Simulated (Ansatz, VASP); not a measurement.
**One calculation of Ir, two programs**

INCAR

```
  PREC = Accurate
  ENCUT = 600
  EDIFF = 1E-7
  ISMEAR = 0
  SIGMA = 0.1
  LREAL = F
  LASPH = T
  NELM = 100
  ALGO = Normal
  ISIF = 3
  LWAVE = F
  LCHARG = F
  GGA = PE
  IBRION = 2
  NSW = 80
  EDIFFG = -0.05
```

File KPOINTS:

```
Automatic mesh
0
Gamma
  8 8 8
```

The input POSCAR:

```
Ir
1.0
    0.0000000000      1.9057899381      1.9057899381
    1.9057899381      0.0000000000      1.9057899381
    1.9057899381      1.9057899381      0.0000000000
Ir
1
Direct
    0.0000000000      0.0000000000      0.0000000000
```

Input for Ansatz:

```yaml
crystal:
  lattice:
    - [0.0, 1.9057899381, 1.9057899381]
    - [1.9057899381, 0.0, 1.9057899381]
    - [1.9057899381, 1.9057899381, 0.0]
  atoms:
    - { symbol: Ir, position: [0.0, 0.0, 0.0] }
basis:
  ecutwfc: 420
kpoints:
  mp_grid: { grid: [8, 8, 8] }
hamiltonian:
  xc: pbe
scf:
  occupations: { method: gaussian, width: 0.1 }
output:
  forces: true
  stress: true
  eigenvalues: true
relax:
  adjacent_minimum: "off"
  f_tol: 0.05
  max_steps: 60
  cell: { stress_tol: 0.5 }
```

Alike in both runs: task relaxation of cell and atoms; functional PBE; k mesh 8 × 8 × 8; occupations gaussian, width 0.1 eV; no spin polarisation.

|  | VASP | Ansatz |
| --- | --- | --- |
| version | VASP 6.6.1 | Ansatz 0.2.0 |
| potentials or method | VASP PAW PBE potentials, release 64 (Ir) | scalar-relativistic, plane waves, PAW |
| plane-wave cutoff (eV) | 600 | 420 |
| valence electrons in the cell | 9 | 17 |

```tsv
	VASP	Ansatz	Ansatz less VASP
gap on the k mesh at the Fermi level, each at its own relaxed structure (eV)	none	none	-
relaxed volume (Å³/atom)	14.58	14.57	-0.016
relaxed cell length with the largest relative difference (Å)	2.742	2.741	-0.0010
energy change over the relaxation (meV/atom)	-44	-41	+3.0
```

A gap of «none» marks a metal or a gap that the smearing closes. The two sets of potentials don't hold the same shells in valence.

 Spin-orbit coupling is left out, which matters for the levels of Ir.
